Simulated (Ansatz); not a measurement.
**C: moving C off its site**

C, Im-3m, a = 4.821 Å. This isn't the element's structure at ambient conditions. Ansatz: LDA, PAW, 420 eV, Γ-centred 8×8×8 mesh on 8 atoms, Gaussian smearing 0.05 eV; no spin polarisation.

```
C
1.0
    -2.41040    2.41040    2.41040
     2.41040   -2.41040    2.41040
     2.41040    2.41040   -2.41040
C
8
Direct
  0.32547 0.00000 0.00000
  0.67453 0.67453 0.67453
  0.00000 0.32547 0.00000
  0.00000 0.00000 0.32547
  0.00000 0.67453 0.00000
  0.32547 0.32547 0.32547
  0.67453 0.00000 0.00000
  0.00000 0.00000 0.67453
```

Atom 1 (C) moves by x along the unit vector (0.707, 0.707, 0.000), with its periodic images; all else is held. y is the free energy of the cell over the start, F the force along the path summed over the moved atoms. Symmetry makes y even in x.

```
 x (Å) y (meV) F (eV/Å)
-0.300        ?         ?
-0.180    525.1      5.81
-0.060     58.6      1.95
 0.000      0.0      0.00
 0.090    131.8     -2.92
 0.120    234.0     -3.89
 0.150    365.2     -4.85
 0.210    713.4     -6.75
 0.240    929.7     -7.67
 0.270   1173.4     -8.57
```

Fit y = c2 x² + c4 x⁴ to the energies of the other rows, give the force constant, and predict energy and force of the missing row.

Least squares on the rows shown. y = 16295 x² − 2717.5 x⁴. The force constant is 2 c2 = 32.6 eV/Å² (for all images moving together, not for a lone atom). The force −dy/dx at the missing row is 9.48 eV/Å (computed 9.46). At x = -0.300 the fit asked for gives 1444.5 meV. The run gave 1443.9 meV, so the fit is 0.6 meV too high, a small miss on the scale of the series.

The coordinates describe carbon cubes linked along the body diagonals, the framework known as supercubane, in which each atom has three bonds along cube edges and one to a neighbouring cube. The displacement runs perpendicular to the linking bond, compressing one cube edge while stretching another. The steep rise in energy therefore mainly reflects the stiffness of short, directional σ bonds, with bond bending adding to it. Reversing the displacement exchanges the roles of the two edges, so their odd anharmonic terms cancel.

The negative quartic term means that the restoring force grows slightly more slowly than linearly. This probably comes from coupling between bond stretching and the sideways motion of the atom, together with weaker orbital overlap as the already strained angles distort further. The correction stays small, and the fit holds just beyond its fitted range, so higher-order terms matter little here. The vanishing force at the start is required by symmetry along this path and doesn't show that the cube size, the free internal coordinate, is relaxed.
